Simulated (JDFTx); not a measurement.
Ti: band structure with PBE

Ti:

```
Ti
1.0
    -1.64100    1.64100    1.64100
     1.64100   -1.64100    1.64100
     1.64100    1.64100   -1.64100
Ti
1
Direct
  0.00000 0.00000 0.00000
```

This isn't the form of Ti at room conditions, which is hcp.

```
Program                                 : JDFTx 1.7.0 (patched build)
Task                                    : band structure
Functional                              : PBE
Potentials or basis                     : PseudoDojo-SR-PBE-0.5-standard with smoothed tails
Cutoff                                  : 1143 eV
Density cutoff                          : 4572 eV
k mesh                                  : 11 × 11 × 11
Occupations                             : fermi-dirac, width 0.05 eV
Spin                                    : no spin polarisation
Band ratio of the Davidson solver       : 1.3
Local potential set to -Z/r beyond      : 6 bohr
Density cutoff over wavefunction cutoff : 4
Max SCF steps                           : 30
SCF threshold on the energy             : 1e-06 Ha
Solver of the electrons                 : minimize
Further solve for the empty bands       : no
Start                                   : density of an earlier self-consistent run, held fixed
Path                                    : G-H-N-G-P-H-P-N
```

* Band gap along the path: none (metal or under the smearing width)

Levels at the corners of the path, in eV from the Fermi level:
```tsv
point	band 3	band 4	band 5	band 6	band 7	band 8	band 9
Γ	-32.42	-32.42	-5.89	0.99	0.99	0.99	2.71
H	-32.86	-32.86	-2.04	-2.04	3.86	3.86	3.86
N	-32.62	-32.43	-2.40	-0.37	1.08	2.70	3.04
Γ	-32.42	-32.42	-5.89	0.99	0.99	0.99	2.71
P	-32.74	-32.74	-0.60	-0.60	-0.60	3.10	3.10
H	-32.86	-32.86	-2.04	-2.04	3.86	3.86	3.86
P	-32.74	-32.74	-0.60	-0.60	-0.60	3.10	3.10
N	-32.62	-32.43	-2.40	-0.37	1.08	2.70	3.04
```

Run time: 5.4 s on 1 thread of Arm Neoverse V1, on a shared host, peak memory 0.09 GiB.
